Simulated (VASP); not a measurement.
**TePb: dielectric tensor with LDA**

**The experiment to reproduce.**

From a printed reference work, monograph, for a bulk crystal of TePb at 300 K: high-frequency dielectric constant 32.8.

TePb:

```
Te Pb
1.0
     0.00000    3.19278    3.19278
     3.19278    0.00000    3.19278
     3.19278    3.19278    0.00000
Te Pb
1 1
Direct
  0.50000 0.50000 0.50000
  0.00000 0.00000 0.00000
```

- Program: VASP 6.6.1
- Task: dielectric tensor
- Functional: LDA
- Potentials or basis: VASP PAW LDA potentials, release 64 (Te, Pb_d)
- Cutoff: 600 eV
- k mesh: 12 × 12 × 12
- Occupations: gaussian, width 0.03 eV
- Spin: no spin polarisation
- Monkhorst-Pack mesh: yes
- Further INCAR settings: ALGO = Fast; EDIFF = 1e-08

- Electronic dielectric tensor (diagonal): 33.09
- Born charges (mean of the diagonal): Te -6.07; Pb +6.07 e

Levels at points of the mesh, in eV from the valence-band top:
```
           k point  band 6  band 7  band 8  band 9  band 10  band 11  band 12  band 13  band 14
(0.04, 0.04, 0.04)  -12.30   -5.60   -1.43   -1.43    -1.40     3.96     3.99     3.99     5.70
```

Electronic dielectric tensor:
```
33.09  0.00  0.00
 0.00 33.09  0.00
 0.00  0.00 33.09
```

Born effective charge tensors (e):
atom 1, Te
```
-6.07  0.00  0.00
 0.00 -6.07  0.00
 0.00  0.00 -6.07
```
atom 2, Pb
```
6.07 0.00 0.00
0.00 6.07 0.00
0.00 0.00 6.07
```

Wall time 20 min on 1 thread of Intel(R) Xeon(R) 6975P-C (Granite Rapids), on a shared host, peak memory 1.3 GiB.

A measured high-frequency dielectric constant of TePb is 32.8 (300 K; a printed reference work, monograph); the calculated 33.09 misses it by +0.9 %. 2 values of this kind are on record (32.8 to 36.9); this one was drawn at random.

The run has no spin-orbit coupling, so splittings on Pb, Te are missing.
